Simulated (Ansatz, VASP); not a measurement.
## Two plane-wave programs on Mg5Ge

```xyz
6
Lattice="0.0000 4.0693 4.0693 4.0693 0.0000 4.0693 4.0693 4.0693 0.0000" Properties=species:S:1:pos:R:3 pbc="T T T"
Mg    6.1039    6.1039    6.1039
Mg    5.0879    3.0506    5.0879
Mg    5.0879    5.0879    3.0506
Mg    3.0506    5.0879    5.0879
Mg    3.0506    3.0506    3.0506
Ge    0.0000    0.0000    0.0000
```

The cell comes from a database or a generator and needn't be the stable form of this composition.

Alike in both runs: task single point; functional LDA; k mesh 5 × 5 × 5; occupations fermi-dirac, width 0.05 eV; no spin polarisation.

```csv
,VASP,Ansatz
version,VASP 6.6.1,Ansatz 0.2.0
potentials or method,"VASP PAW LDA potentials, release 64 (Mg, Ge_d)","plane waves, PAW"
plane-wave cutoff (eV),520,500
valence electrons in the cell,24,64
```

VASP gave:

| Property | Result |
| --- | --- |
| pressure (GPa) | -2.1 |

What did Ansatz give for the same quantities?

Pressure (GPa): -1.8.

The two sets of potentials don't hold the same shells in valence. Ansatz warned: «structure_snapped_to_symmetry».
